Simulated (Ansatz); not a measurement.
## zincblende-structured MnSb

Level of theory: DFT, r²SCAN, scalar-relativistic, collinear spin; plane waves to 500 eV with PAW datasets (Ansatz 0.2.0), Γ-centred 10×10×10 mesh, 0.05 eV Gaussian smearing; PAW files: Ansatz's generated set soft_2.

```xyz
2
Lattice="0.0000 3.1003 3.1003 3.1003 0.0000 3.1003 3.1003 3.1003 0.0000" Properties=species:S:1:pos:R:3 pbc="T T T"
Mn    0.0000    0.0000    0.0000
Sb    1.5501    1.5501    1.5501
```

The start was a prototype's sites filled with these elements. The Crystallography Open Database lists the compound in space group P63/mmc, so this is a trial structure.

Magnetic state: ferromagnetic, site spin moments Mn 4.12; Sb -0.24 μB.

The cell is relaxed to zero pressure at this level.

Path: Γ–X–U | K–Γ–L–W–X, with Γ = (0.000, 0.000, 0.000), X = (-0.500, -0.500, 0.000), U = (-0.375, -0.375, 0.250), K = (-0.375, 0.000, 0.375), L = (0.000, 0.000, 0.500), W = (-0.500, -0.250, 0.250) in reciprocal vectors of the calculation's cell.

Bands as a text map, energy in eV from the Fermi level (dashes), each leg drawn with the same width, + spin up, o spin down, # both:
```
  4.86 |  + #oooo  +      + + o o         +       ++  oo
  4.57 |o         +      +   + o                    +   
  4.29 |o+ + +   +           oooo#+      +         + +  
  4.00 | o    +++     +++   o     o++++++             ++
  3.71 |+ o +      +++     o o+++o o                +   
  3.43 |     ++ +++       o  o      o                ++ 
  3.14 |   o   +            o        oooo              +
  2.86 |                 o  o     o      oooo           
  2.57 |+   o         ooo  o   +          oo ooooooo    
  2.29 |     o    oooooooooo ++ ++ o        oo      oo  
  2.00 | + oooooooo      oo +     + o       oooooooooooo
  1.71 |o#o   oooooooooooo #o#ooooo#oooooooo         ooo
  1.43 |  +o              o         +  oooo ooooooooo   
  1.14 |    oo          oo+  +   +   ++++  ooo          
  0.86 |  ++  oooooooooo    +           ++    oooooooooo
  0.57 |                 +               ++             
  0.29 |    +                              +            
  0.00 |---+------------+---+-----+-------+-------------
 -0.29 |     +       +++   +                +           
 -0.57 |      +   +++                                   
 -0.86 |    +  +++        +        +       + +     +++++
 -1.14 |ooo       +      oo#ooooooooooooooo + ++++++    
 -1.43 | o oooooooo##oooo+  o    o       o oo# ++++ oooo
 -1.71 |  o  +   oo  ++++  o o      +     o   #oooooo   
 -2.00 |           oo     # o     o        o       o    
 -2.29 |   o  +      o   +                  o    oo     
 -2.57 |              oooo o       o +       oooo       
 -2.86 |    o  ++++++++++ o           +    +++###+++++++
        Γ      X      UK       Γ       L       W       X
```

(1) By these bands, is it a metal or an insulator, and if it has a gap, where are the band edges on this path?

Answer:

(1) A metal: bands cross the Fermi level.

Scalar-relativistic only: spin–orbit splittings of the heavy atoms' levels are missing. The run wasn't fully tested for a lower electronic state. Site moments are of spin, integrated over atomic spheres. The moments were started parallel, and the real magnetic order may be another.
